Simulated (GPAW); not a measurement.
# Pd (Fm-3m) in GPAW: notebook, part 3 of 3

GPAW 26.7.0.

## Step 6: Equation of state, PBEsol+D3(BJ)

Input file run.py:

```python
import spglib
from ase import Atoms
from ase.calculators.mixing import SumCalculator
from ase.eos import EquationOfState
from ase.io import Trajectory, read
from ase.units import GPa
from dftd3.ase import DFTD3
from gpaw import GPAW, PW, setup_paths

setup_paths.insert(0, '.')

atoms = read('Pd.cif')
cell, positions, numbers = spglib.find_primitive(
    (atoms.cell[:], atoms.get_scaled_positions(), atoms.numbers), symprec=1e-4)
atoms = Atoms(numbers, cell=cell, scaled_positions=positions, pbc=True)

traj = Trajectory('eos.traj', 'w')
volumes, energies = [], []
for x in [0.94, 0.96, 0.98, 1.0, 1.02, 1.04, 1.06]:
    a = atoms.copy()
    a.set_cell(atoms.cell * x**(1 / 3), scale_atoms=True)
    calc = GPAW(mode=PW(600),
                xc='PBEsol',
                kpts={'size': (9, 9, 9), 'gamma': True},
                occupations={'name': 'fermi-dirac', 'width': 0.05},
                nbands=17,
                convergence={'density': 1e-05, 'energy': 1e-05},
                maxiter=150,
                txt=f'eos-{x:.2f}.txt')
    a.calc = SumCalculator([calc, DFTD3(method='pbesol', damping='d3bj')])
    energies.append(a.get_potential_energy())
    volumes.append(a.get_volume())
    p = -a.get_stress()[:3].mean() / GPa
    calc.write(f'eos-{x:.2f}.gpw')
    traj.write(a)
    print(f'{x:.2f} {volumes[-1]:10.4f} A^3 {energies[-1]:14.6f} eV {p:9.3f} GPa', flush=True)

v0, e0, B = EquationOfState(volumes, energies, eos='birchmurnaghan').fit()
print(f'V0 = {v0:.4f} A^3, E0 = {e0:.6f} eV, B0 = {B / GPa:.2f} GPa')
```

Pd.cif is that of step 5.

Potentials or basis: PAW data sets generated in the run's folder for this functional, pw.

The run is started by

```
> gpaw-setup -f PBEsol Pd
> OMP_NUM_THREADS=1 python run.py
```

What it wrote:

```text
__  _  _
 | _ |_)|_||  |
 |__||  | ||/\| - 26.7.0

Input parameters:
  mode=PW(ecut=600.0),
  convergence={'density': 1e-05, 'energy': 1e-05},
  kpts=MonkhorstPack(size=(9, 9, 9), gamma=True),
  maxiter=150,
  nbands=17,
  occupations=Occupations(name='fermi-dirac', width=0.05),
  xc=XC(name='PBEsol')

Diagonalizing LCAO Hamiltonian
Converting LCAO to pw mode

       Pd

Atoms  # Å, Bohr magnetons
|   | symbol |        x |        y |        z |    initial magnetic moments |
|---|--------|----------|----------|----------|-----------------------------|
| 0 |     Pd | 0.000000 | 0.000000 | 0.000000 | ( 0.0000,  0.0000,  0.0000) |

Unit cell  # Å
| periodic |        x |        y |        z |  lengths |    angles |
|----------|----------|----------|----------|----------|-----------|
|      yes | 0.000000 | 1.906764 | 1.906764 | 2.696572 | 60.000000 |
|      yes | 1.906764 | 0.000000 | 1.906764 | 2.696572 | 60.000000 |
|      yes | 1.906764 | 1.906764 | 0.000000 | 2.696572 | 60.000000 |

Number of symmetries: 48
Symmetry operations  # r_c * U_cc + t_c -> r_c
|    | kind |            matrix            |
|----|------|------------------------------|
|  0 |  σ   |  1, 0, 0,  1, 0,-1,  1,-1, 0 |
|  1 |  C2  |  1, 0, 0,  1,-1, 0,  1, 0,-1 |
|  2 |  E   |  1, 0, 0,  0, 1, 0,  0, 0, 1 |
|  3 |  σ   |  1, 0, 0,  0, 0, 1,  0, 1, 0 |
|  4 |  C4  |  1, 0,-1,  1, 0, 0,  1,-1, 0 |
|  5 |  S6  |  1, 0,-1,  1,-1, 0,  1, 0, 0 |
|  6 |  σ   |  1, 0,-1,  0, 1,-1,  0, 0,-1 |
|  7 |  C3  |  1, 0,-1,  0, 0,-1,  0, 1,-1 |
|  8 |  S6  |  1,-1, 0,  1, 0, 0,  1, 0,-1 |
|  9 |  C4  |  1,-1, 0,  1, 0,-1,  1, 0, 0 |
| 10 |  C3  |  1,-1, 0,  0,-1, 1,  0,-1, 0 |
| 11 |  σ   |  1,-1, 0,  0,-1, 0,  0,-1, 1 |
| 12 |  σ   |  0, 1, 0,  1, 0, 0,  0, 0, 1 |
| 13 |  C4  |  0, 1, 0,  0, 1,-1, -1, 1, 0 |
| 14 |  C3  |  0, 1, 0,  0, 0, 1,  1, 0, 0 |
| 15 |  S6  |  0, 1, 0, -1, 1, 0,  0, 1,-1 |
| 16 |  C2  |  0, 1,-1,  1, 0,-1,  0, 0,-1 |
| 17 |  σ   |  0, 1,-1,  0, 1, 0, -1, 1, 0 |
| 18 |  S4  |  0, 1,-1,  0, 0,-1,  1, 0,-1 |
| 19 |  C4  |  0, 1,-1, -1, 1, 0,  0, 1, 0 |
| 20 |  C3  |  0, 0, 1,  1, 0, 0,  0, 1, 0 |
| 21 |  σ   |  0, 0, 1,  0, 1, 0,  1, 0, 0 |
| 22 |  S6  |  0, 0, 1,  0,-1, 1, -1, 0, 1 |
| 23 |  C4  |  0, 0, 1, -1, 0, 1,  0,-1, 1 |
| 24 |  S4  |  0, 0,-1,  1, 0,-1,  0, 1,-1 |
| 25 |  C3  |  0, 0,-1,  0, 1,-1,  1, 0,-1 |
| 26 |  C2  |  0, 0,-1,  0,-1, 0, -1, 0, 0 |
| 27 |  S6  |  0, 0,-1, -1, 0, 0,  0,-1, 0 |
| 28 |  S4  |  0,-1, 1,  1,-1, 0,  0,-1, 0 |
| 29 |  C4  |  0,-1, 1,  0, 0, 1, -1, 0, 1 |
| 30 |  C2  |  0,-1, 1,  0,-1, 0,  1,-1, 0 |
| 31 |  σ   |  0,-1, 1, -1, 0, 1,  0, 0, 1 |
| 32 |  C3  |  0,-1, 0,  1,-1, 0,  0,-1, 1 |
| 33 |  S6  |  0,-1, 0,  0, 0,-1, -1, 0, 0 |
[... 61 lines left out ...]
species:
  Pd:
    name:    Palladium
    Z:       46.0
    valence: 16
    core:    30
    charge:  0.0  # [|e|]
    compensation charges:
      type: gauss
      rc: 0.38  # [Å]
      lmax: 2
    cutoffs:
      filter: 2.38  # [Å]
      core: 2.28  # [Å]
    projectors
    | kind |    occ | energy [eV] | rcut [Å] |
    |------|--------|-------------|----------|
    |   5s |  0.000 |      -3.290 |    1.228 |
    |   4p |  6.000 |     -51.151 |    1.360 |
    |   5p |  0.000 |      -0.235 |    1.360 |
    |   4d | 10.000 |      -4.049 |    1.228 |
    |    s |        |      23.922 |    1.228 |
    |    d |        |      23.162 |    1.228 |

    Using partial waves for Pd as LCAO basis

Reference energy: -137160.600186  # eV

eigensolver:
  PPCG
  Converge bands: occupied
  niter=2

density mixing:
  MSR1-Mixer
  Pratt-step length: 0.05
  Maximum mixing coefficient: 0.75
  Old densities: 10
  SVD Regularization: 0.005
  Good broyden scale: 1.0
  Trust region scale: 1.0
  Backstep threshold: 4.0
  History deletion threshold: 6.0
  Fourier metric: weight=20.0, sigma=0.015

occupation numbers:
  Fermi-Dirac:
    width: 0.0500  # eV

poisson solver:
  ecut: 4800.0  # eV

xc functional:
  name: PBEsol with 2 nearest neighbor stencil

convergence criteria:
- Maximum integral of absolute [dens]ity change: 1e-05 electrons / valence electron
- Maximum [total energy] change in last 3 cyles: 1e-05 eV / valence electron
- Maximum integral of absolute [eigenst]ate change: 4e-08 eV^2 / valence electron
maximum number of iterations: 150

SCF iterations
|iter     | |      energy | eigst |  dens |
|---------|-|-------------|-------|-------|
|iter:   1| |   -5.671006 | -0.06 |       |
|iter:   2| |   -5.419323 | -2.55 | -0.97 |
|iter:   3| |   -4.594393 | -1.45 | -1.02 |
|iter:   4| |   -4.582469 | -3.48 | -2.06 |
|iter:   5| |   -4.578162 | -3.84 | -2.20 |
|iter:   6| |   -4.578169 | -6.41 | -3.77 |
|iter:   7| |   -4.578171c| -7.47c| -4.18 |
|iter:   8| |   -4.578171c| -8.20c| -5.19c|

Converged in 8 steps
Energy contributions relative to reference atoms: (reference = -137160.600186)

Energy contributions:
  Kinetic:          -0.898351
  Coulomb:          -3.176102
  Zero:             -0.147565
  External:          0.000000
  Xc:               -0.348095
  Entropy:          -0.016116
  Spinorbit:         0.000000
  ----------------------------
  Free energy:      -4.586229
  Extrapolated:     -4.578171

dipole moment: (-11.394921, -11.394921, -11.394921)  # |e|*Ang

Fermi level: 10.382
Eigenvalues  # (at kpt = [0.000, 0.000, 0.000])
| band index |      eig [eV] | occ [0-2] |
|------------|---------------|-----------|
|          0 |       -39.387 |     2.000 |
|          1 |       -39.387 |     2.000 |
|          2 |       -39.387 |     2.000 |
|          3 |         2.690 |     2.000 |
|          4 |         7.245 |     2.000 |
|          5 |         7.245 |     2.000 |
[... 9 lines left out ...]
|         15 |        41.783 |     0.000 |
|         16 |        41.783 |     0.000 |

No gap
No difference between direct/indirect transitions

Stress tensor  # eV/Ang^3
|         x |         y |         z |
|-----------|-----------|-----------|
| -0.071983 | -0.000000 | -0.000000 |
| -0.000000 | -0.071983 |  0.000000 |
| -0.000000 |  0.000000 | -0.071983 |

# Writing to eos-0.94.gpw (mode='')
```

It took 40 s on 1 thread of AMD EPYC 7B13 (Zen 3), shared host; peak memory 0.17 GiB.

What came out:

- Equilibrium volume: 14.09 Å³/atom
- Bulk modulus: 231 GPa
- Pressure derivative of the bulk modulus: 5.5

Energy against volume, from the lowest point:
```tsv
volume (Å³/atom)	energy (meV/atom)
13.865	2.31
14.160	0.00
14.455	6.33
14.750	20.18
15.045	40.62
15.340	66.78
15.635	97.90
```
